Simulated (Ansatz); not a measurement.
# Mg (Fm-3m) in Ansatz: equation of state

How stiff is Mg in PBE, and what volume does it want? The cell is scaled to several volumes.

Everything below comes from runs of Ansatz 0.2.0. Logs are shortened: lines on timing, memory, paths and dates and some standing lists are left out, and cuts for length are marked.

**1. The structure**

It takes space group Fm-3m (No. 225, cubic). The conventional cell has a = 4.489 Å, b = 4.489 Å, c = 4.489 Å, α = 90.00°, β = 90.00°, γ = 90.00°. Around Mg (site symmetry m-3m) lie 12 Mg at 3.17 Å.

This isn't the form of Mg at room conditions, which is hcp.

**2. Single point, PBE, 21.25 Å³/atom (volume scaled by 0.94)**

Contents of input.yaml:

```yaml
crystal:
  lattice:
    - [0.0, 2.198442002, 2.198442002]
    - [2.198442002, 0.0, 2.198442002]
    - [2.198442002, 2.198442002, 0.0]
  atoms:
    - { symbol: Mg, position: [0.0, 0.0, 0.0] }
hamiltonian:
  xc: pbe
  pseudopotentials: { kind: paw }
kpoints:
  mp_grid: { grid: [10, 10, 10] }
scf:
  occupations: { method: fermi_dirac, width: 0.05 }
output:
  forces: true
  stress: true
  eigenvalues: true
```

Potentials or basis: Ansatz PAW.

Launch:

```console
$ ansatz run input.yaml --threads 1 --pin off --max-ram 2560MiB --backend cpu --events-out ev --progress --plain --runs-dir out
```

Output:

```text
Warning: RAYON_NUM_THREADS=1 ignored (pool sized by the plan → 1); use --threads N
Engine: ansatz 0.2.0, aarch64-unknown-linux-gnu
Pseudopotentials: kind: paw
Pseudopotential: Mg, paw, valence charge 10, recommended cutoff 420 eV (normal), Mg.paw.azcp
Functional definition: PBE
  parameter kappa = 0.804
  parameter beta = 0.06672455060314922
  exchange = pbe_x(kappa = kappa, mu = beta*pi^2/3)
  correlation = pbe_c(beta = beta)
Crystal: 1 atoms, lattice volume = 21.251 Å³
Basis set: ecut = 420 eV, 411 PW (Γ), exchange–correlation on 48×48×48 points (8 copies of the dense FFT grid, shifted against one another)
Bands: 9, of which v1, the nominal top of the filled ones, is band 5 counted from 1 (4 counted from 0)
Symmetry: 48 space group operations
Space group: Fm-3m (ITA 225), of the structure as read, at distance tolerance 2.8e-5 Å
k-points: 47 of 1000
Non-local potential: Mg, projectors of the file, l = 0: 3, l = 1: 2, l = 2: 1
PAW form: soft (Blöchl's): semilocal exchange-correlation on the pseudo side does not see the compensation charge
PAW one-centre angular grid: Mg, 110 points (default); XC on 64 Gauss nodes
Initial density: superposition of atomic densities (neutral atoms: chi_scale 0, normalization atom), corrected by the library's trained network
Initial wavefunctions: pseudopotential atomic-orbital guess
Functional: x = pbe(κ = 0.804, μ = 0.2195149727645171), c = pbe(β = 0.06672455060314922)
SCF iter   1: F=—  HF=-1923.773667 eV  |F-HF|=—  |Δ(HF+E_count)|=         —  Δρ=4.75e-4  dr2=2.23e-5  ethr=1.77e-3  ⟨swp⟩=5.9  Hψ=3040  notcnv=0
preconditioner: auto → none  [insulator: Δε(μ)=0.114 eV  Ē_g=10.387 eV  σ=0.050 eV  W_gap=0.50  n_scr=0 (ndim 8)  ℏωp=11.4 eV  f_vac=0.000  D(μ)=0.49/eV (n_scr^D=0)  ε∞_Penn≈2.2]
SCF iter   2: F=—  HF=-1923.773772 eV  |F-HF|=—  |Δ(HF+E_count)|=   1.06e-4  Δρ=2.37e-4  dr2=5.54e-6  ethr=2.23e-7  ⟨swp⟩=2.7  Hψ=1067  notcnv=0
SCF iter   3: F=—  HF=-1923.773778 eV  |F-HF|=—  |Δ(HF+E_count)|=   6.07e-6  Δρ=6.43e-5  dr2=3.26e-7  ethr=5.54e-8  ⟨swp⟩=2.0  Hψ=612  notcnv=0
iter 4 did not close the SCF: its close was put off for the readings that it lacked (scf_convergence_deferred on its scf_iter line)
SCF iter   4: F=-1923.773778 eV  HF=-1923.773778 eV  |F-HF|=1.78e-9  |Δ(HF+E_count)|=   1.04e-7  Δρ=1.88e-5  dr2=3.94e-8  ethr=3.26e-9  ⟨swp⟩=2.0  Hψ=649  notcnv=0
iter 5 did not close the SCF: its close was put off for the readings that it lacked (scf_convergence_deferred on its scf_iter line)
SCF iter   5: F=-1923.773778 eV  HF=-1923.773778 eV  |F-HF|=1.05e-9  |Δ(HF+E_count)|=   7.88e-9  Δρ=4.80e-6  dr2=3.93e-9  ethr=3.94e-10  ⟨swp⟩=2.3  Hψ=656  notcnv=0
SCF iter   6: F=-1923.773778 eV  HF=-1923.773778 eV  |F-HF|=2.46e-11  |Δ(HF+E_count)|=  5.38e-10  Δρ=6.51e-7  dr2=7.58e-11  ethr=3.93e-11  ⟨swp⟩=1.1  Hψ=1269  notcnv=0
SCF 1 converged in 6 iterations: F = -1923.773778 eV  dr2 = 7.58e-11
SCF converged after 6 iterations
Free energy (F): -1923.773778 eV
Harris-Foulkes:  -1923.773778 eV  (|F-HF|=2.46e-11)
Internal energy: -1923.769806 eV  (E = F + TS)
E sigma→0 (E₀):  -1923.771792 eV
Entropy (-TS):   -0.003972 eV (-3.972 meV/atom)
Fermi energy:    6.372438 eV
--- Per-component energies (eV) ---
  E_band       = -350.215458
  E_kinetic    = 75.371386
  E_local      = -1589.697905  (includes V_loc(G=0)·N_el)
  E_nonlocal   = 95.732071
  E_hartree    = 566.644441
  E_xc         = -28.734441
  E_vxc        = -37.083586  (∫ρ·V_xc dr)
  E_paw        = -292.321993  (= ΣΔE_a)
  E_vpaw       = -27.826174  (= ΣTr[D̂ρ^β])
  E_aug_tail   = -0.000002  (compensation charges beyond the density's cutoff)
  E_ewald      = -750.763363
  E_smearing   = -0.003972  (= −TS)
  E_closure    = 0.000000  (closes the sum)
  Σ components = -1923.773778   (vs F -1923.773778, Δ=0.00e0)
--- Forces (eV/Å), atoms counted from 1 ---
  atom   1  Mg     0.00000000     0.00000000    -0.00000000
  max |Σ_I F_I| component: 6.16e-32 eV/Å
--- Stress (GPa, compression-positive) ---
        3.510508      -0.000000       0.000000
       -0.000000       3.510508       0.000000
        0.000000       0.000000       3.510508
  P = ⅓ Tr σ = 3.5105 GPa (35.105 kbar)
--- Band table (eV; the first three rows and the last of 47) ---
  k-point 0: bands = ["-69.5761", "-36.3074", "-36.3074", "-36.3074", "-0.9636", "19.1279", "19.1279", "19.1279", "21.4988"]
  k-point 1: bands = ["-69.5757", "-36.3116", "-36.3080", "-36.3080", "-0.7286", "16.4545", "18.7393", "18.7393", "21.1980"]
  k-point 2: bands = ["-69.5746", "-36.3225", "-36.3096", "-36.3096", "-0.0279", "13.0733", "18.2001", "18.2001", "20.6533"]
  k-point 46: bands = ["-69.5705", "-36.3399", "-36.3323", "-36.3239", "7.1619", "8.0767", "8.5490", "10.5786", "19.9439"]
```

Wall time 0.64 s (1 thread of Arm Neoverse V2, shared host); peak memory 0.24 GiB.

Results:

- Free energy: -1923.7738 eV
- Pressure: 3.5 GPa
- Band gap on the k mesh: none (metal or under the smearing width)

**3. Single point, PBE, 21.70 Å³/atom (volume scaled by 0.96)**

Changes to input.yaml since step 2:

```diff
@@ -2,5 +2,5 @@
   lattice:
-    - [0.0, 2.198442002, 2.198442002]
-    - [2.198442002, 0.0, 2.198442002]
-    - [2.198442002, 2.198442002, 0.0]
+    - [0.0, 2.213924498, 2.213924498]
+    - [2.213924498, 0.0, 2.213924498]
+    - [2.213924498, 2.213924498, 0.0]
   atoms:
```

Potentials or basis: Ansatz PAW.

Launch:

```console
$ ansatz run input.yaml --threads 1 --pin off --max-ram 2560MiB --backend cpu --events-out ev --progress --plain --runs-dir out
```

Run time: 0.61 s. Hardware: 1 thread of Arm Neoverse V2, shared host; peak memory 0.24 GiB.

The run converged. Its results:

```
Free energy            : -1923.7823 eV
Pressure               : 2.5 GPa
Band gap on the k mesh : none (metal or under the smearing width)
```

**4. Single point, PBE, 22.16 Å³/atom (volume scaled by 0.98)**

Changes to input.yaml since step 3:

```diff
@@ -2,5 +2,5 @@
   lattice:
-    - [0.0, 2.213924498, 2.213924498]
-    - [2.213924498, 0.0, 2.213924498]
-    - [2.213924498, 2.213924498, 0.0]
+    - [0.0, 2.2291934254, 2.2291934254]
+    - [2.2291934254, 0.0, 2.2291934254]
+    - [2.2291934254, 2.2291934254, 0.0]
   atoms:
```

Launch:

```console
$ ansatz run input.yaml --threads 1 --pin off --max-ram 2560MiB --backend cpu --events-out ev --progress --plain --runs-dir out
```

It took 0.62 s on 1 thread of Arm Neoverse V2, shared host; peak memory 0.24 GiB.

The run converged. Its results:

| Item | Value |
| --- | --- |
| Free energy | -1923.7881 eV |
| Pressure | 1.6 GPa |
| Band gap on the k mesh | none (metal or under the smearing width) |

**5. Single point, PBE, 22.61 Å³/atom**

Changes to input.yaml since step 4:

```diff
@@ -2,5 +2,5 @@
   lattice:
-    - [0.0, 2.2291934254, 2.2291934254]
-    - [2.2291934254, 0.0, 2.2291934254]
-    - [2.2291934254, 2.2291934254, 0.0]
+    - [0.0, 2.244256, 2.244256]
+    - [2.244256, 0.0, 2.244256]
+    - [2.244256, 2.244256, 0.0]
   atoms:
```

Launch:

```console
$ ansatz run input.yaml --threads 1 --pin off --max-ram 2560MiB --backend cpu --events-out ev --progress --plain --runs-dir out
```

Wall time 0.63 s (1 thread of Arm Neoverse V2, shared host); peak memory 0.24 GiB.

The run converged. Its results:

* Free energy: -1923.7915 eV
* Pressure: 0.8 GPa
* Band gap on the k mesh: none (metal or under the smearing width)

**6. Single point, PBE, 23.06 Å³/atom (volume scaled by 1.02)**

Changes to input.yaml since step 5:

```diff
@@ -2,5 +2,5 @@
   lattice:
-    - [0.0, 2.244256, 2.244256]
-    - [2.244256, 0.0, 2.244256]
-    - [2.244256, 2.244256, 0.0]
+    - [0.0, 2.2591190557, 2.2591190557]
+    - [2.2591190557, 0.0, 2.2591190557]
+    - [2.2591190557, 2.2591190557, 0.0]
   atoms:
```

Potentials or basis: Ansatz PAW.

Launch:

```console
$ ansatz run input.yaml --threads 1 --pin off --max-ram 2560MiB --backend cpu --events-out ev --progress --plain --runs-dir out
```

It took 0.62 s on 1 thread of Arm Neoverse V2, shared host; peak memory 0.24 GiB.

Results (log left out):

* Free energy: -1923.7927 eV
* Pressure: 0.1 GPa
* Band gap on the k mesh: none (metal or under the smearing width)

**7. Single point, PBE, 23.51 Å³/atom (volume scaled by 1.04)**

Changes to input.yaml since step 6:

```diff
@@ -2,5 +2,5 @@
   lattice:
-    - [0.0, 2.2591190557, 2.2591190557]
-    - [2.2591190557, 0.0, 2.2591190557]
-    - [2.2591190557, 2.2591190557, 0.0]
+    - [0.0, 2.273789071, 2.273789071]
+    - [2.273789071, 0.0, 2.273789071]
+    - [2.273789071, 2.273789071, 0.0]
   atoms:
```

Launch:

```console
$ ansatz run input.yaml --threads 1 --pin off --max-ram 2560MiB --backend cpu --events-out ev --progress --plain --runs-dir out
```

Run time: 0.62 s. Hardware: 1 thread of Arm Neoverse V2, shared host; peak memory 0.24 GiB.

The run converged. Its results:

```
Free energy            : -1923.7919 eV
Pressure               : -0.6 GPa
Band gap on the k mesh : none (metal or under the smearing width)
```

**8. Single point, PBE, 23.96 Å³/atom (volume scaled by 1.06)**

Changes to input.yaml since step 7:

```diff
@@ -2,5 +2,5 @@
   lattice:
-    - [0.0, 2.273789071, 2.273789071]
-    - [2.273789071, 0.0, 2.273789071]
-    - [2.273789071, 2.273789071, 0.0]
+    - [0.0, 2.2882721944, 2.2882721944]
+    - [2.2882721944, 0.0, 2.2882721944]
+    - [2.2882721944, 2.2882721944, 0.0]
   atoms:
```

Launch:

```console
$ ansatz run input.yaml --threads 1 --pin off --max-ram 2560MiB --backend cpu --events-out ev --progress --plain --runs-dir out
```

Run time: 0.62 s. Hardware: 1 thread of Arm Neoverse V2, shared host; peak memory 0.24 GiB.

The run converged. Its results:

- Free energy: -1923.7894 eV
- Pressure: -1.2 GPa
- Band gap on the k mesh: none (metal or under the smearing width)

**9. Equation of state, PBE**

Potentials or basis: Ansatz PAW.

This step only gathers the single runs of the series.

Results:

```
Equilibrium volume                      : 23.10 Å³/atom
Bulk modulus                            : 36 GPa
Pressure derivative of the bulk modulus : 3.9
```

Energy against volume, from the lowest point:
| volume (Å³/atom) | energy (meV/atom) |
| --- | --- |
| 21.251 | 18.93 |
| 21.703 | 10.45 |
| 22.155 | 4.62 |
| 22.607 | 1.22 |
| 23.059 | 0.00 |
| 23.512 | 0.77 |
| 23.964 | 3.35 |
